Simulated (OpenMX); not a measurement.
Set up this calculation in OpenMX 3.8.5, as the native input.

| Item | Value |
| --- | --- |
| Task | band structure |
| Functional | PBE |
| Potentials or basis | OpenMX 2013 PBE set, Ta7.0-s3p2d2, S7.0-s2p2d1, grid cutoff 400 Ry |
| k mesh | 9 × 9 × 5 |
| Occupations | fermi-dirac, width 0.05 eV |
| Spin | no spin polarisation |
| Mixing scheme | rmm-diisk |
| SCF threshold | 1e-08 Ha |
| Solver | band |
| Max SCF cycles | 100 |

The system is TaS2.

```
Ta S
1.0
     3.35000    0.00000    0.00000
    -1.67500    2.90119    0.00000
     0.00000    0.00000    5.86000
Ta S
1 2
Direct
  0.00000 0.00000 0.00000
  0.66667 0.33333 0.75000
  0.33333 0.66667 0.25000
```

These files were run (other wordings do the same):

TaS2.dat

```
System.CurrrentDirectory             ./
System.Name                          TaS2
DATA.PATH                            ./DFT_DATA13
level.of.stdout                      1
level.of.fileout                     0
Species.Number                       2
<Definition.of.Atomic.Species
  Ta  Ta7.0-s3p2d2           Ta_PBE13
  S   S7.0-s2p2d1            S_PBE13
Definition.of.Atomic.Species>

Atoms.Number                         3
Atoms.SpeciesAndCoordinates.Unit     FRAC
<Atoms.SpeciesAndCoordinates
    1  Ta    0.0000000000    0.0000000000    0.0000000000   6.500  6.500
    2  S     0.6666666667    0.3333333333    0.7500000000   3.000  3.000
    3  S     0.3333333333    0.6666666667    0.2500000000   3.000  3.000
Atoms.SpeciesAndCoordinates>

Atoms.UnitVectors.Unit               Ang
<Atoms.UnitVectors
     3.3500000000    0.0000000000    0.0000000000
    -1.6750000000    2.9011851027    0.0000000000
     0.0000000000    0.0000000000    5.8600000000
Atoms.UnitVectors>

scf.XcType                           GGA-PBE
scf.SpinPolarization                 off
scf.ElectronicTemperature            580.226
scf.energycutoff                     400.0
scf.maxIter                          100
scf.EigenvalueSolver                 band
scf.Kgrid                            9 9 5
scf.Mixing.Type                      rmm-diisk
scf.Init.Mixing.Weight               0.05
scf.Min.Mixing.Weight                0.001
scf.Max.Mixing.Weight                0.3
scf.Mixing.History                   25
scf.Mixing.StartPulay                8
scf.criterion                        1.0e-8
scf.stress.tensor                    on
MD.Type                              nomd
Band.dispersion                      on
Band.Nkpath                          9
<Band.kpath
   17   0.000000  0.000000  0.000000    0.500000  0.000000  0.000000  G M
   10   0.500000  0.000000  0.000000    0.333333  0.333333  0.000000  M K
   20   0.333333  0.333333  0.000000    0.000000  0.000000  0.000000  K G
    9   0.000000  0.000000  0.000000    0.000000  0.000000  0.500000  G A
   17   0.000000  0.000000  0.500000    0.500000  0.000000  0.500000  A L
   10   0.500000  0.000000  0.500000    0.333333  0.333333  0.500000  L H
   20   0.333333  0.333333  0.500000    0.000000  0.000000  0.500000  H A
    9   0.500000  0.000000  0.500000    0.500000  0.000000  0.000000  L M
    9   0.333333  0.333333  0.000000    0.333333  0.333333  0.500000  K H
Band.kpath>
```

Potentials or basis: OpenMX 2013 PBE set, Ta7.0-s3p2d2, S7.0-s2p2d1, grid cutoff 400 Ry.

Command:

```sh
$ openmx TaS2.dat -nt 1 > TaS2.std
```

Results of the run:

```json
{
 "Pressure": "11.1 GPa",
 "Largest force": "1.578 eV/Å",
 "Band gap along the path": "none (metal or under the smearing width)",
 "Mulliken charges": "Ta +0.78; S -0.39 e"
}
```

Caveat: Mulliken charges move with the basis; spin-orbit coupling is left out, which moves the levels of the heavy elements; this functional lacks dispersion, which binds the layers, so the pressure and a relaxed spacing across them are unreliable; the basis of atomic orbitals isn't converged, which shifts pressures, moduli and gaps; forces of over 1 eV/Å show positions far from the minimum, so gaps and moduli don't describe the material at rest.

Run time: 5 min on 1 thread of Intel(R) Xeon(R) Processor @ 2.50GHz (Skylake/Cascade Lake) (shared host), peak memory 0.84 GiB.
